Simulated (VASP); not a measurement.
Input of a VASP 6.6.1 run:

Contents of run.py:

```python
from ase.calculators.vasp import Vasp
from ase.dft.bandgap import bandgap
from ase.io import read

atoms = read('POSCAR')
calc = Vasp(
    directory='calc',
    xc='rpbe',
    pp='PBE',
    setups='materialsproject',
    prec='Accurate',
    encut=520,
    ediff=1e-06,
    ismear=0,
    sigma=0.05,
    lreal=False,
    lasph=True,
    nelm=60,
    algo='Normal',
    isif=2,
    lwave=False,
    lcharg=False,
    kpts=[8, 8, 8],
    gamma=True,
    nbands=16,
)
atoms.calc = calc

print('energy (eV):', atoms.get_potential_energy())
print('free energy (eV):', atoms.get_potential_energy(force_consistent=True))
print('forces (eV/A):')
print(atoms.get_forces())
print('stress (eV/A^3, Voigt):', atoms.get_stress())
print('Fermi level (eV):', calc.get_fermi_level())
gap, top, bottom = bandgap(calc)
print('band gap (eV):', gap, 'from (spin, k, band)', top, 'to', bottom)
```

POSCAR

```
CdSe
1.0
    0.0000000000      3.0702711986      3.0702711986
    3.0702711986      0.0000000000      3.0702711986
    3.0702711986      3.0702711986      0.0000000000
Cd Se
1 1
Direct
    0.0000000000      0.0000000000      0.0000000000
    0.2500000000      0.2500000000      0.2500000000
```

Potentials or basis: VASP PAW PBE potentials, release 64 (Cd, Se).

The run is started by

```sh
$ python run.py
```

Question: Predict the band gap on the k mesh.

Answer: 0.72 eV, direct.

Question: Estimate the pressure.

Answer: 3.5 GPa.

Caveat: the PAW data sets were made with another functional, which shifts forces and pressure a little. As with any semilocal functional, this RPBE gap is likely too small.
